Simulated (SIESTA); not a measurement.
Runs of SIESTA 5.4.2 on Al. It takes space group Fm-3m (No. 225, cubic). The conventional cell has a = 4.050 Å, b = 4.050 Å, c = 4.050 Å, α = 90.00°, β = 90.00°, γ = 90.00°. Around Al (site symmetry m-3m) lie 12 Al at 2.86 Å. 

```tsv
task	level	potentials or basis	cell	k mesh	force tolerance	gap on the mesh (eV)	pressure (GPa)	V0 of scaled cells (Å³/atom)	B0 (GPa)
equation of state	PBEsol	PseudoDojo 0.4 standard (PBEsol files), DZP (energy shift 0.003 Ry)	as given	11 × 11 × 11	-	-	-	16.22	88
single point	PBEsol	PseudoDojo 0.4 standard (PBEsol files), DZP (energy shift 0.003 Ry)	cell strained at random at fixed volume	11 × 11 × 11	-	none	-1.7	-	-
band structure	LDA	PseudoDojo 0.4 standard (LDA files), DZP (energy shift 0.003 Ry)	as given	11 × 11 × 11	-	none	-3.7	-	-
single point	PBEsol	PseudoDojo 0.4 standard (PBEsol files), DZP (energy shift 0.003 Ry)	as given	11 × 11 × 11	-	none	(a)	-	-
relaxation of cell and atoms	PBEsol	PseudoDojo 0.4 standard (PBEsol files), DZP (energy shift 0.003 Ry)	relaxed	8 × 8 × 8	0.02 eV/Å	none	0.0	-	-
equation of state	LDA	PseudoDojo 0.4 standard (LDA files), DZP (energy shift 0.003 Ry)	as given	11 × 11 × 11	-	-	-	15.85	(b)
```

Alike in all rows: no spin polarisation; smearing fermi-dirac 0.05 eV; grid cutoff 500 Ry; energy shift 0.003 Ry.

Problem. Fill in the values left out.

Solution. (a) -1.9; (b) 90.

Caveats: the basis of atomic orbitals isn't converged, which shifts pressures, moduli and gaps.

A gap of «none» marks a metal or a gap under the smearing width.

Runs at the PBE level aren't shown here.
